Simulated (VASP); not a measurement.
A VASP 6.6.1 single-point calculation on NaF

INCAR

```
ISYM = -1
PREC = Accurate
IBRION = -1
LASPH = .TRUE.
LCHARG = .FALSE.
SIGMA = 0.02
NELECT = 13
ENCUT = 500
ISMEAR = -1
LWAVE = .FALSE.
ISIF = 2
LREAL = .FALSE.
GGA = PE
NBANDS = 14
NSW = 0
EDIFF = 1E-7
NELM = 120
```

KPOINTS

```
KPOINTS created by Atomic Simulation Environment
0
Gamma
4 4 4
0 0 0
```

POSCAR

```
Na F
 1.0000000000000000
    -0.0101994263000000    2.2954681837000002    2.2954681837000002
     2.2954681837000002   -0.0101994263000000    2.2954681837000002
     2.2954681837000002    2.2954681837000002   -0.0101994263000000
 Na  F
   1   1
Cartesian
  0.0000000000000000  0.0000000000000000  0.0000000000000000
  2.2903684705500003  2.2903684705500003  2.2903684705500003
```

The recommended PBE PAW datasets give the neutral cell 14 valence electrons.

Command

```
mpirun -np 1 vasp_std
```

Question: How does this run end, and what does it give?

Answer: It converged. Results: pressure -26.3 GPa.

OSZICAR

```
N       E                     dE             d eps       ncg     rms          rms(c)
DAV:   1     0.975184670556E+02    0.97518E+02   -0.67951E+03  1810   0.103E+03
DAV:   2     0.244807519290E+00   -0.97274E+02   -0.92647E+02  1948   0.308E+02
DAV:   3    -0.445460199226E+01   -0.46994E+01   -0.46045E+01  2260   0.606E+01
DAV:   4    -0.449345769077E+01   -0.38856E-01   -0.38845E-01  1984   0.599E+00
DAV:   5    -0.449382638481E+01   -0.36869E-03   -0.36869E-03  2326   0.586E-01    0.291E+00
DAV:   6    -0.493498580246E+01   -0.44116E+00   -0.95249E-01  2056   0.662E+00    0.719E-01
DAV:   7    -0.492803507202E+01    0.69507E-02   -0.23665E-02  1876   0.139E+00    0.345E-01
DAV:   8    -0.492592609934E+01    0.21090E-02   -0.10166E-02  2050   0.852E-01    0.168E-01
DAV:   9    -0.492607489771E+01   -0.14880E-03   -0.85056E-04  1966   0.269E-01    0.166E-01
DAV:  10    -0.492580072109E+01    0.27418E-03   -0.40639E-03  2182   0.517E-01    0.914E-02
DAV:  11    -0.492565917574E+01    0.14155E-03   -0.25568E-04  1792   0.122E-01    0.296E-02
DAV:  12    -0.492564458985E+01    0.14586E-04   -0.46141E-05  1954   0.524E-02    0.498E-03
DAV:  13    -0.492564443073E+01    0.15912E-06   -0.88781E-07  2032   0.853E-03    0.202E-03
DAV:  14    -0.492564444997E+01   -0.19234E-07   -0.30288E-07  1924   0.527E-03
   1 F= -.49256444E+01 E0= -.49179210E+01  d E =-.154469E-01
```

The cell is charged and sits in a uniform background.

For comparison, a separate PBE run of the intended cell, on usual settings and not on those above, gives a gap of 6.40 eV on its mesh and a pressure of 3.3 GPa.
